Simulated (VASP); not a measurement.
Sn, 2 atoms in the cell. The structure is cubic, space group Fd-3m (No. 227). The conventional cell has a = 6.467 Å, b = 6.467 Å, c = 6.467 Å, α = 90.00°, β = 90.00°, γ = 90.00°. Sn (site symmetry -43m) is surrounded by 4 Sn at 2.80 Å. This isn't the form of Sn at room conditions, which is tetragonal (white tin).

```yaml
Program: VASP 6.6.1
Task: single point
Functional: PBE
Potentials_or_basis: VASP PAW PBE potentials, release 64 (Sn_d)
Cutoff: 520 eV
k_mesh: 4 × 4 × 4
Occupations: gaussian, width 0.02 eV
Spin: no spin polarisation
Further_INCAR_settings: ALGO = Normal; EDIFF = 1e-07
```

Potentials or basis: VASP PAW PBE potentials, release 64 (Sn_d).

Launch:

```console
$ cat potpaw_PBE.64/Sn_d/POTCAR > POTCAR
$ mpirun -np 1 vasp_std > vasp.out
```

Hardware: 1 thread of Intel(R) Xeon(R) Platinum 8488C (Sapphire Rapids) (shared host).

**Question.** Estimate the wall time of this run.

**Answer.** It took 10 s on 1 thread of Intel(R) Xeon(R) Platinum 8488C (Sapphire Rapids) (shared host), peak memory 0.19 GiB. Counts: scf iterations 14, k points 8.
